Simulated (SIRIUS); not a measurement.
Input of a SIRIUS 7.12.0 run:

sirius.json

```json
{
  "control": {
    "processing_unit": "cpu",
    "std_evp_solver_name": "lapack",
    "gen_evp_solver_name": "lapack",
    "verbosity": 2,
    "print_forces": true,
    "ortho_rf": true,
    "use_second_variation": true,
    "rmt_max": 3.0,
    "num_bands_to_print": 24,
    "save_wf": true
  },
  "parameters": {
    "electronic_structure_method": "full_potential_lapwlo",
    "xc_functionals": ["XC_GGA_X_PBE", "XC_GGA_C_PBE"],
    "core_relativity": "dirac",
    "valence_relativity": "iora",
    "num_fv_states": 29,
    "smearing": "fermi_dirac",
    "smearing_width": 0.0018374661,
    "pw_cutoff": 20,
    "gk_cutoff": 3.41,
    "lmax_apw": 10,
    "lmax_rho": 8,
    "lmax_pot": 8,
    "num_mag_dims": 0,
    "auto_rmt": 0,
    "ngridk": [10, 10, 3],
    "shiftk": [0, 0, 0],
    "num_dft_iter": 80,
    "energy_tol": 1e-07,
    "density_tol": 1e-05,
    "use_symmetry": true
  },
  "settings": {"tol_ne": 1e-10},
  "iterative_solver": {"type": "exact"},
  "mixer": {"type": "anderson", "beta": 0.5, "max_history": 8},
  "unit_cell": {
    "lattice_vectors": [[6.0033313985, 0.0, 0.0], [-3.0016656993, 5.1990374984, 0.0], [0.0, 0.0, 19.4998231167]],
    "atom_types": ["Mg"],
    "atom_files": {"Mg": "Mg.json"},
    "atoms": {
      "Mg": [[0.6666666667, 0.3333333333, 0.75], [0.0, 0.0, 0.5], [0.3333333333, 0.6666666667, 0.25], [0.0, 0.0, 0.0]]
    }
  }
}
```

The input Mg.json:

```json
{
  "name": "magnesium",
  "symbol": "Mg",
  "number": 12,
  "mass": 24.305,
  "rmin": 1e-06,
  "rmt": 2.29,
  "nrmt": 800,
  "rinf": 17.32,
  "core": "1s",
  "valence": [
    {"basis": [{"enu": -0.07, "dme": 0, "n": 0, "auto": 0}, {"enu": -0.07, "dme": 1, "n": 0, "auto": 0}]},
    {"l": 0, "n": 1, "basis": [{"enu": 0.03, "dme": 0, "n": 0, "auto": 0}]},
    {"l": 1, "n": 2, "basis": [{"enu": 0.03, "dme": 0, "n": 0, "auto": 0}]},
    {"l": 2, "n": 3, "basis": [{"enu": 0.03, "dme": 0, "n": 0, "auto": 0}]},
    {"l": 3, "n": 4, "basis": [{"enu": 0.03, "dme": 0, "n": 0, "auto": 0}]}
  ],
  "lo": [
    {"l": 0, "basis": [{"enu": 0.03, "dme": 0, "n": 0, "auto": 0}, {"enu": 0.03, "dme": 1, "n": 0, "auto": 0}]},
    {
      "l": 0,
      "basis": [{"enu": -2.7061, "dme": 0, "n": 2, "auto": 1}, {"enu": -2.7061, "dme": 1, "n": 2, "auto": 1}]
    },
    {
      "l": 0,
      "basis": [{"enu": -2.7061, "dme": 1, "n": 2, "auto": 1}, {"enu": 0.03, "dme": 0, "n": 0, "auto": 0}]
    },
    {"l": 0, "basis": [{"enu": 0.03, "dme": 0, "n": 0, "auto": 0}, {"enu": 3.081, "dme": 0, "n": 0, "auto": 0}]},
    {"l": 1, "basis": [{"enu": 0.03, "dme": 0, "n": 0, "auto": 0}, {"enu": 0.03, "dme": 1, "n": 0, "auto": 0}]},
    {
      "l": 1,
      "basis": [{"enu": -1.5116, "dme": 0, "n": 2, "auto": 1}, {"enu": -1.5116, "dme": 1, "n": 2, "auto": 1}]
    },
    {
      "l": 1,
      "basis": [{"enu": -1.5116, "dme": 1, "n": 2, "auto": 1}, {"enu": 0.03, "dme": 0, "n": 0, "auto": 0}]
    },
    {"l": 1, "basis": [{"enu": 0.03, "dme": 0, "n": 0, "auto": 0}, {"enu": 3.5387, "dme": 0, "n": 0, "auto": 0}]},
    {"l": 2, "basis": [{"enu": 0.03, "dme": 0, "n": 0, "auto": 0}, {"enu": 0.03, "dme": 1, "n": 0, "auto": 0}]},
    {"l": 2, "basis": [{"enu": 0.03, "dme": 1, "n": 0, "auto": 0}, {"enu": 0.03, "dme": 2, "n": 0, "auto": 0}]},
    {"l": 2, "basis": [{"enu": 0.03, "dme": 0, "n": 0, "auto": 0}, {"enu": 3.0048, "dme": 0, "n": 0, "auto": 0}]},
    {"l": 3, "basis": [{"enu": 0.03, "dme": 0, "n": 0, "auto": 0}, {"enu": 0.03, "dme": 1, "n": 0, "auto": 0}]}
  ],
  "free_atom": [... radial grid and density of the free atom, the start of the SCF ...]
}
```

The input sirius_start.json:

```json
{
  "control": {
    "processing_unit": "cpu",
    "std_evp_solver_name": "lapack",
    "gen_evp_solver_name": "lapack",
    "verbosity": 1,
    "print_forces": false,
    "ortho_rf": true,
    "use_second_variation": true,
    "rmt_max": 3.0,
    "num_bands_to_print": 24,
    "save_wf": false
  },
  "parameters": {
    "electronic_structure_method": "full_potential_lapwlo",
    "xc_functionals": ["XC_LDA_X", "XC_LDA_C_PW"],
    "core_relativity": "dirac",
    "valence_relativity": "iora",
    "num_fv_states": 29,
    "smearing": "fermi_dirac",
    "smearing_width": 0.0055123983,
    "pw_cutoff": 20,
    "gk_cutoff": 2.72,
    "lmax_apw": 10,
    "lmax_rho": 8,
    "lmax_pot": 8,
    "num_mag_dims": 0,
    "auto_rmt": 0,
    "ngridk": [4, 4, 1],
    "shiftk": [0, 0, 0],
    "num_dft_iter": 30,
    "energy_tol": 0.01,
    "density_tol": 0.05,
    "use_symmetry": true
  },
  "settings": {"tol_ne": 1e-10},
  "iterative_solver": {"type": "exact"},
  "mixer": {"type": "anderson", "beta": 0.5, "max_history": 8},
  "unit_cell": {
    "lattice_vectors": [[6.0033313985, 0.0, 0.0], [-3.0016656993, 5.1990374984, 0.0], [0.0, 0.0, 19.4998231167]],
    "atom_types": ["Mg"],
    "atom_files": {"Mg": "Mg.json"},
    "atoms": {
      "Mg": [[0.6666666667, 0.3333333333, 0.75], [0.0, 0.0, 0.5], [0.3333333333, 0.6666666667, 0.25], [0.0, 0.0, 0.0]]
    }
  }
}
```

Potentials or basis: all-electron FP-LAPW, apw+lo standard.

The run is started by

```sh
$ OMP_NUM_THREADS=1 sirius.scf --input=sirius_start.json --output=start.json
$ OMP_NUM_THREADS=1 sirius.scf --input=sirius.json --output=output.json --task=1
```

Question: Estimate the band gap on the k mesh.

Answer: None (metal or under the smearing width).
